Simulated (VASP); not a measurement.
Input of a VASP 6.6.1 run:

File INCAR:

```
PREC = Accurate ; ENCUT = 600
EDIFF = 1E-7 ; ISMEAR = 0
SIGMA = 0.03 ; LREAL = F
LASPH = T ; NELM = 80
ALGO = Normal ; ISIF = 2
LWAVE = F ; LCHARG = F
METAGGA = R2SCAN ; LMIXTAU = T
IBRION = 2 ; NSW = 40
EDIFFG = -0.01
```

The input KPOINTS:

```
regular mesh
0
Gamma
  10 10 10
```

The input POSCAR:

```
SrO                                     
1.0
    0.0000000000      2.6180108210      2.6180108210
    2.6180108210      0.0000000000      2.6180108210
    2.6180108210      2.6180108210      0.0000000000
  Sr              O             
     1     1
Direct
     0.5000000000000000    0.5000000000000000    0.5000000000000000
     0.0000000000000000    0.0000000000000000    0.0000000000000000
```

Potentials or basis: VASP PAW PBE potentials, release 64 (Sr_sv, O).

Launch:

```sh
$ cat potpaw_PBE.64/Sr_sv/POTCAR potpaw_PBE.64/O/POTCAR > POTCAR
$ mpirun -np 1 vasp_std > vasp.out
```

**Question.** Predict the band gap on the k mesh.

**Answer.** 3.77 eV, indirect (least direct gap 3.88 eV).

Final structure:
```
CELL_PARAMETERS angstrom
0.00000 2.61801 2.61801
2.61801 0.00000 2.61801
2.61801 2.61801 0.00000
ATOMIC_POSITIONS crystal
Sr 0.50000 0.50000 0.50000
O 0.00000 0.00000 0.00000
```

Caveat: the relaxation stopped at its first step, so nothing moved. A k mesh can miss the band edges.
